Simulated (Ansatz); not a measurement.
**InP: frozen-core PAW against all-electron methods**

```yaml
crystal:
  lattice:
    - [0.05710, 2.88355, 2.88355]
    - [2.88355, 0.05710, 2.88355]
    - [2.88355, 2.88355, 0.05710]
  atoms:
    - { symbol: In, position: [0.00000, 0.00000, 0.00000] }
    - { symbol: P, position: [0.50000, 0.50000, 0.50000] }
```

Atom numbers follow the list: In1, P2.

The cell comes from COD entry 1538565, which wasn't checked; take it as a given geometry. The listed cell was then made from it by scaling, straining or moving an atom.

No spin–orbit coupling, which matters for the heavy atoms here.

All numbers are computed: DFT, PBEsol, PAW with Ansatz's default frozen-core files, scalar-relativistic (Ansatz 0.2.0); DFT, PBEsol, all-electron LAPW, scalar-relativistic (Ansatz 0.2.0).

For PAW: a Γ-centred 11×11×11 k mesh, Fermi–Dirac smearing of 0.03 eV, cutoff 420 eV, no spin polarisation; the PAW files were made with PBE, and the program remakes their frozen cores for this functional. LAPW targets a basis error of 0.25 meV/atom. The Ansatz runs share mesh, smearing and spin set-up. Plane-wave (PAW) pressures include the program's estimate of the Pulay term.

Stress and pressure are positive in compression.

The change that made this cell: equal xy, yz and zx engineering shear strains of +2 %.

PAW results:

```json
{"quantity": "pressure (GPa)", "PAW": "-8.22"}
{"quantity": "stress yz (GPa)", "PAW": "-0.60"}
{"quantity": "stress xz (GPa)", "PAW": "-0.60"}
{"quantity": "stress xy (GPa)", "PAW": "-0.60"}
```

Question: What does full-potential LAPW give for the same quantities?

Answer: 
```tsv
quantity	LAPW
pressure (GPa)	-8.20
stress yz (GPa)	-0.60
stress xz (GPa)	-0.60
stress xy (GPa)	-0.60
```
